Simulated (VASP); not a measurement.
Here is a VASP 6.6.1 calculation.

Contents of INCAR:

```
SYSTEM = CdS
PREC     = Accurate       ! precision mode
ENCUT    = 520            ! plane-wave cutoff, eV
EDIFF    = 1E-7           ! SCF threshold, eV
ISMEAR   = 0              ! smearing method
SIGMA    = 0.02           ! smearing width, eV
LREAL    = .FALSE.        ! projectors in reciprocal space
LASPH    = .TRUE.         ! aspherical terms in the spheres
NELM     = 60             ! most SCF steps
ALGO     = Fast           ! electronic algorithm
ISIF     = 2              ! what is computed and relaxed
LWAVE    = .FALSE.        ! write WAVECAR
LCHARG   = .FALSE.        ! write CHGCAR
GGA      = PE             ! functional
NBANDS   = 16             ! bands
```

Contents of KPOINTS:

```
Automatic mesh
0
G
  4 4 4
  0 0 0
```

POSCAR

```
CdS
1.0
    0.0000000000      2.9165000000      2.9165000000
    2.9165000000      0.0000000000      2.9165000000
    2.9165000000      2.9165000000      0.0000000000
Cd S
1 1
Direct
    0.0000000000      0.0000000000      0.0000000000
    0.2500000000      0.2500000000      0.2500000000
```

Potentials or basis: VASP PAW PBE potentials, release 64 (Cd, S).

Run with:

```console
$ cat potpaw_PBE.64/Cd/POTCAR potpaw_PBE.64/S/POTCAR > POTCAR
$ mpirun -np 1 vasp_std > vasp.out
```

(1) Predict the band gap on the k mesh.

(2) Estimate the pressure.

Results:

(1) 1.14 eV, direct.

(2) 3.4 GPa.

Caveat: the k mesh is coarse (spacing up to 0.47 Å⁻¹), so the values aren't converged.
